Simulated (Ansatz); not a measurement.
The cell was built from the diamond type and relaxed in the same program, and has space group Fd-3m; it needn't be a known or the stable phase.

Input and log of a run on Zn: DFT, PBE, all-electron LAPW, scalar-relativistic (Ansatz 0.2.0).

Command: `ansatz run input.yaml --threads 1 --pin off --max-ram 2048MiB --backend cpu --events-out ev --progress --plain --runs-dir out` The run took 47 s on 1 thread of Arm Neoverse V1 (shared host), peak memory 0.41 GiB.

```yaml
crystal:
  lattice:
    - [0.0, 2.9088993262, 2.9088993262]
    - [2.9088993262, 0.0, 2.9088993262]
    - [2.9088993262, 2.9088993262, 0.0]
  atoms:
    - { symbol: Zn, position: [0.0, 0.0, 0.0] }
    - { symbol: Zn, position: [0.25, 0.25, 0.25] }
kpoints:
  mp_grid: { grid: [11, 11, 11] }
  band_path:
    path:
      - [0.0, 0.0, 0.0]
      - [0.5, 0.0, 0.5]
      - [0.625, 0.25, 0.625]
      - [0.375, 0.375, 0.75]
      - [0.0, 0.0, 0.0]
      - [0.5, 0.5, 0.5]
      - [0.5, 0.25, 0.75]
      - [0.5, 0.0, 0.5]
    npoints: 14
scf:
  occupations: { method: fermi_dirac, width: 0.05 }
hamiltonian:
  xc: pbe
  pseudopotentials: { kind: all_electron, lapw: { basis_error: 0.00025 } }
output:
  forces: true
  stress: true
  eigenvalues: true
  fatbands: true
  populations: true
  dos: { projected: true, de: 0.2, e_range: [-14, 8] }
```

What the program printed:

```
Zn: projections on atomic orbitals take those of the free atom 1s2 2s2 2p6 3s2 3p6 3d10 4s2, of charge +0.00 (hamiltonian.pseudopotentials.projection_atoms)
LAPW: plane waves up to 9.601 Å⁻¹, error target 2.5e-4 eV per atom; small_component_spin mean_spin; Zn in spheres of 1.260 Å, 20 of its electrons in bands, Dirac shells []
Engine: ansatz 0.2.0
Pseudopotentials: kind: all_electron
Pseudopotential: Zn, LAPW, valence charge 20, Koelling and Harmon's equation, gaussian nucleus
Functional definition: PBE
  parameter kappa = 0.804
  parameter beta = 0.06672455060314922
  exchange = pbe_x(kappa = kappa, mu = beta*pi^2/3)
  correlation = pbe_c(beta = beta)
Crystal: 2 atoms, lattice volume = 49.228 Å³
Basis set: ecut = 351.2243001537373 eV, 725 PW (Γ), exchange–correlation at level 2
Bands: 24, of which v1, the nominal top of the filled ones, is band 20 counted from 1 (19 counted from 0)
Symmetry: 48 space group operations
Space group: Fd-3m (ITA 227), of the structure as read, at distance tolerance 3.7e-5 Å
k-points: 56 of 1331
Non-local potential: Zn, projectors of the file, none
Initial density: superposition of atomic densities (chi_scale 0.1, normalization cell)
Initial wavefunctions: plane waves of lowest kinetic energy (no species holds an atomic orbital)
Functional: x = pbe(κ = 0.804, μ = 0.2195149727645171), c = pbe(β = 0.06672455060314922)
iter 1 solved again at ethr=1.58e-4 eV; its pass at ethr=1.00e-1 eV (dr2=6.34e-2 eV) is discarded
SCF iter   1: F=—  HF=-97745.216655 eV  |F-HF|=—  |Δ(HF+E_count)|=         —  Δρ=1.18e-2  dr2=6.37e-2  ethr=1.58e-4  ⟨swp⟩=3.0  Hψ=8784  notcnv=0
preconditioner: auto → none  [metal: Δε(μ)=0.106 eV  Ē_g=10.296 eV  σ=0.050 eV  W_gap=0.48  n_scr=14 (ndim 8)  ℏωp=25.9 eV  f_vac=0.230  D(μ)=0.77/eV (n_scr^D=0)  sad-step TF]
SCF iter   2: F=—  HF=-97745.156522 eV  |F-HF|=—  |Δ(HF+E_count)|=   6.01e-2  Δρ=4.63e-3  dr2=8.27e-3  ethr=1.58e-4  ⟨swp⟩=3.0  Hψ=4456  notcnv=0
SCF iter   3: F=—  HF=-97745.107098 eV  |F-HF|=—  |Δ(HF+E_count)|=   4.94e-2  Δρ=4.16e-3  dr2=6.69e-3  ethr=2.07e-5  ⟨swp⟩=3.0  Hψ=4251  notcnv=0
iter 4 solved again at ethr=4.96e-7 eV; its pass at ethr=1.67e-5 eV (dr2=1.98e-4 eV) is discarded
SCF iter   4: F=—  HF=-97745.106720 eV  |F-HF|=—  |Δ(HF+E_count)|=   3.78e-4  Δρ=8.06e-4  dr2=1.99e-4  ethr=4.96e-7  ⟨swp⟩=2.0  Hψ=6756  notcnv=0
SCF iter   5: F=—  HF=-97745.106888 eV  |F-HF|=—  |Δ(HF+E_count)|=   1.68e-4  Δρ=3.67e-5  dr2=6.04e-7  ethr=4.96e-7  ⟨swp⟩=3.0  Hψ=3880  notcnv=0
SCF iter   6: F=-97745.106887 eV  HF=-97745.106887 eV  |F-HF|=2.91e-9  |Δ(HF+E_count)|=   1.48e-6  Δρ=3.13e-6  dr2=3.29e-9  ethr=1.51e-9  ⟨swp⟩=3.0  Hψ=4391  notcnv=0
SCF 1 converged in 6 iterations: F = -97745.106887 eV  dr2 = 3.29e-9
NSCF: frozen V_eff on 99 k-points
SCF converged after 6 iterations
Free energy (F): -97745.106887 eV
Harris-Foulkes:  -97745.106887 eV  (|F-HF|=2.91e-9)
Internal energy: -97745.100036 eV  (E = F + TS)
E sigma→0 (E₀):  -97745.103461 eV
Entropy (-TS):   -0.006851 eV (-3.425 meV/atom)
Fermi energy:    6.958431 eV
--- Per-component energies (eV) ---
  E_band       = -1347.507697
  E_kinetic    = 99544.391634
  E_xc         = -3897.943368
  E_electrostatic = -193391.548301  (all electrons and nuclei)
  E_smearing   = -0.006851  (= −TS)
  E_closure    = 0.000000  (closes the sum)
  E_atoms      = -97743.829811  (free atoms, spherical and without spin; not in F)
  Σ components = -97745.106887   (vs F -97745.106887, Δ=0.00e0)
  Basis errors (estimates in eV, not in F): energy 9.4e-5 per atom: plane waves 9.3e-5 (5.5e-5 summed), levels above the bands 8.5e-61, relativity 8.8e-9, radial functions 1.8e-6, core shells 4.1e-12; eigenvalues (radial functions only) 1.8e-7; not estimated: angular momenta, meshes, grids; target (lapw.basis_error) 2.5e-4; muffin-tin radii Zn 1.260 Å
--- Forces (eV/Å), atoms counted from 1 ---
  atom   1  Zn    -0.00000000     0.00000000    -0.00000000
  atom   2  Zn    -0.00000000     0.00000000     0.00000000
  max |Σ_I F_I| component: 1.39e-17 eV/Å
--- Stress (GPa, compression-positive) ---
        0.010391      -0.000000       0.000000
       -0.000000       0.010391       0.000000
        0.000000       0.000000       0.010391
  P = ⅓ Tr σ = 0.0104 GPa (0.104 kbar)
--- Band table (eV; the first three rows and the last of 56) ---
  k-point 0: bands = ["-119.2532", "-119.2469", "-73.4195", "-73.4195", "-73.4195", "-73.3975", "-73.3975", "-73.3975", "-0.6018", "-0.5588", "-0.5588", "-0.5588", "-0.5182", "-0.5182", "0.0340", "0.0340", "0.0340", "0.2299", "0.2299", "12.1370", "12.1370", "12.1370", "13.6098", "13.6098"]
  k-point 1: bands = ["-119.2531", "-119.2470", "-73.4196", "-73.4196", "-73.4193", "-73.3977", "-73.3974", "-73.3974", "-0.5813", "-0.5813", "-0.5599", "-0.5162", "-0.4872", "-0.4872", "0.0294", "0.0294", "0.0519", "0.2325", "0.2325", "10.7351", "11.8125", "11.8125", "13.5112", "13.9910"]
  k-point 2: bands = ["-119.2528", "-119.2473", "-73.4200", "-73.4200", "-73.4189", "-73.3982", "-73.3970", "-73.3970", "-0.6022", "-0.6022", "-0.5576", "-0.4460", "-0.4460", "-0.3394", "0.0220", "0.0220", "0.1815", "0.2373", "0.2373", "8.8078", "11.2806", "11.2806", "13.1397", "14.5567"]
  k-point 55: bands = ["-119.2504", "-119.2498", "-73.4228", "-73.4224", "-73.4099", "-73.4072", "-73.3946", "-73.3942", "-0.6766", "-0.6603", "-0.4429", "-0.3844", "-0.2460", "-0.1738", "-0.1422", "-0.0748", "0.3074", "0.3217", "3.6985", "4.3634", "6.5825", "7.4223", "14.0746", "15.4526"]
--- Löwdin populations: 2 sites ---
  site symbol       q [e]
     0     Zn     29.6364
     1     Zn     29.6364
  spilling = 0.012119 (of n_electrons = 60.000000)
```
